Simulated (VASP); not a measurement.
Wanted: the native input for a VASP 6.6.1 run.

| Quantity | Value |
| --- | --- |
| Task | relaxation of cell and atoms |
| Functional | LDA |
| Potentials or basis | VASP PAW LDA potentials, release 64 (Mg, B) |
| Cutoff | 600 eV |
| k mesh | 8 × 8 × 8 |
| Occupations | fermi-dirac, width 0.05 eV |
| Spin | no spin polarisation |
| Ladder | gaps |
| Further INCAR settings | ALGO = Normal; EDIFF = 1e-07; IBRION = 2; EDIFFG = -0.005; NSW = 40; ISIF = 3 |

The structure of MgB2 lies in POSCAR:

```
MgB2
1.0
    3.0850000000      0.0000000000      0.0000000000
   -1.5425000000      2.6716883707      0.0000000000
    0.0000000000      0.0000000000      3.5230000000
Mg B
1 2
Direct
    0.0000000000      0.0000000000      0.0000000000
    0.6666666667      0.3333333333      0.5000000000
    0.3333333333      0.6666666667      0.5000000000
```

One way to write it, as run:

INCAR

```
ALGO = Normal ; EDIFF = 1E-7
EDIFFG = -0.005 ; ENCUT = 600
GGA = CA ; IBRION = 2
ISIF = 3 ; ISMEAR = -1
LASPH = T ; LCHARG = F
LREAL = F ; LWAVE = F
NELM = 60 ; NSW = 40
PREC = Accurate ; SIGMA = 0.05
```

KPOINTS

```
k-points
0
Gamma
  8 8 8
```

Potentials or basis: VASP PAW LDA potentials, release 64 (Mg, B).

The run is started by

```sh
$ cat potpaw_LDA.64/Mg/POTCAR potpaw_LDA.64/B/POTCAR > POTCAR
$ mpirun -np 1 vasp_std > vasp.out
```

Results of the run:

```yaml
Relaxed_volume: 9.14 Å³/atom
Relaxed_cell: a = 3.041 Å, b = 3.041 Å, c = 3.423 Å, α = 90.00°, β = 90.00°, γ = 120.00°
Space_group_after_relaxing_to_0.05_Å: P6/mmm (No. 191)
Energy_gained_by_relaxing: 14.3 meV/atom
Ionic_steps: 5
Pressure_after_relaxing: 0.0 GPa
Band_gap_on_the_k_mesh: none (metal or under the smearing width)
```

It took 41 s on 1 thread of Intel(R) Xeon(R) Platinum 8488C (Sapphire Rapids), on a shared host, peak memory 0.15 GiB.
